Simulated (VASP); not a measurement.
Wanted: an ASE script for a VASP 6.6.1 run.

- Task: single point
- Functional: r2SCANh
- Potentials or basis: VASP PAW PBE potentials, release 64 (Pb_d)
- Cutoff: 520 eV
- k mesh: 5 × 5 × 5
- Occupations: gaussian, width 0.05 eV
- Spin: no spin polarisation
- Grid for exact exchange (PRECFOCK): Normal
- Exchange at q = 0: default
- Further INCAR settings: ALGO = Normal; EDIFF = 1.00e-06

Crystal: Pb.

```
Pb
1.0
    -1.97966    1.97966    1.97966
     1.97966   -1.97966    1.97966
     1.97966    1.97966   -1.97966
Pb
1
Direct
  0.00000 0.00000 0.00000
```

This isn't the form of Pb at room conditions, which is fcc.

The input as run:

run.py

```python
from ase.calculators.vasp import Vasp
from ase.dft.bandgap import bandgap
from ase.spacegroup import crystal

atoms = crystal(
    ['Pb'],
    basis=[[0.0, 0.0, 0.0]],
    spacegroup=229,
    setting=1,
    cellpar=[3.95931913, 3.95931913, 3.95931913, 90.0, 90.0, 90.0],
    primitive_cell=True,
)
calc = Vasp(
    directory='calc',
    pp='PBE',
    setups='materialsproject',
    prec='Accurate',
    encut=520,
    ediff=1e-06,
    ismear=0,
    sigma=0.05,
    lreal=False,
    lasph=True,
    nelm=100,
    algo='Normal',
    isif=2,
    lwave=False,
    lcharg=False,
    metagga='R2SCAN',
    lhfcalc=True,
    aexx=0.1,
    lmixtau=True,
    precfock='Normal',
    kpts=[5, 5, 5],
    gamma=True,
)
atoms.calc = calc

print('energy (eV):', atoms.get_potential_energy())
print('free energy (eV):', atoms.get_potential_energy(force_consistent=True))
print('forces (eV/A):')
print(atoms.get_forces())
print('stress (eV/A^3, Voigt):', atoms.get_stress())
print('Fermi level (eV):', calc.get_fermi_level())
gap, top, bottom = bandgap(calc)
print('band gap (eV):', gap, 'from (spin, k, band)', top, 'to', bottom)
```

Potentials or basis: VASP PAW PBE potentials, release 64 (Pb_d).

Command:

```bash
$ python run.py
```

It gave:

```
Pressure               : 1.4 GPa
Band gap on the k mesh : none (metal or under the smearing width)
```

Caveat: the k mesh is coarse (spacing up to 0.45 Å⁻¹), so the values aren't converged, least of all with exact exchange; the PAW data sets were made with another functional, which shifts forces and pressure a little.

Wall time 14 min on 1 thread of Intel(R) Xeon(R) Platinum 8488C (Sapphire Rapids) (shared host), peak memory 0.17 GiB.
